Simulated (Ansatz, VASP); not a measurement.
# Two plane-wave programs on BN

Contents of POSCAR:

```
BN
1.0
    2.5439493169      0.0000000000      0.0000000000
   -1.2719746584      2.2031247344      0.0000000000
    0.0000000000      0.0000000000      4.2078167860
B N
2 2
Direct
    0.6666666667      0.3333333333      0.0002035744
    0.3333333333      0.6666666667      0.5002035744
    0.6666666667      0.3333333333      0.3747964256
    0.3333333333      0.6666666667      0.8747964256
```

Contents of INCAR.step1:

```
ALGO = Normal
EDIFF = 1E-4
ENCUT = 520
GGA = PE
ISMEAR = 0
LASPH = True
LCHARG = False
LREAL = False
LWAVE = True
NBANDS = 16
NELM = 80
PREC = Accurate
SIGMA = 0.01
```

Contents of INCAR.step2:

```
ALGO = Normal
EDIFF = 1E-6
ENCUT = 520
ISIF = 2
ISMEAR = 0
ISTART = 1
LASPH = True
LCHARG = False
LMIXTAU = True
LREAL = False
LWAVE = False
METAGGA = R2SCAN
NBANDS = 16
NELM = 80
PREC = Accurate
SIGMA = 0.01
```

Contents of KPOINTS:

```
k-points
0
Gamma
  9 9 4
```

Input for Ansatz:

```yaml
crystal:
  lattice:
    - [2.5439493169, 0.0, 0.0]
    - [-1.2719746584, 2.2031247344, 0.0]
    - [0.0, 0.0, 4.207816786]
  atoms:
    - { symbol: B, position: [0.6666666667, 0.3333333333, 0.0002035744] }
    - { symbol: B, position: [0.3333333333, 0.6666666667, 0.5002035744] }
    - { symbol: "N", position: [0.6666666667, 0.3333333333, 0.3747964256] }
    - { symbol: "N", position: [0.3333333333, 0.6666666667, 0.8747964256] }
kpoints:
  mp_grid: { grid: [9, 9, 4] }
hamiltonian:
  xc: r2scan
scf:
  occupations: { method: fixed }
output:
  optics:
    e_range: [0, 20]
    de: 0.05
    sigma: 0.1
    bands: { spectra_wanted_up_to: 20 }
```

Alike in both runs: task single point; functional r2SCAN; k mesh 9 × 9 × 4; no spin polarisation.

|  | VASP | Ansatz |
| --- | --- | --- |
| version | VASP 6.6.1 | Ansatz 0.2.0 |
| potentials or method | VASP PAW PBE potentials, release 64 (B, N) | plane waves, PAW |
| plane-wave cutoff (eV) | 520 | 500 |
| occupations | gaussian, width 0.01 eV | fixed |
| valence electrons in the cell | 16 | 16 |

|  | VASP | Ansatz | Ansatz less VASP |
| --- | --- | --- | --- |
| gap on the k mesh at the Fermi level (eV) | 5.72 | 5.75 | +0.034 |

Caveats: an odd mesh through Γ misses points on the zone boundary, where band edges often lie. r2SCAN opens gaps a little over a GGA but as a rule still falls short of measured ones.
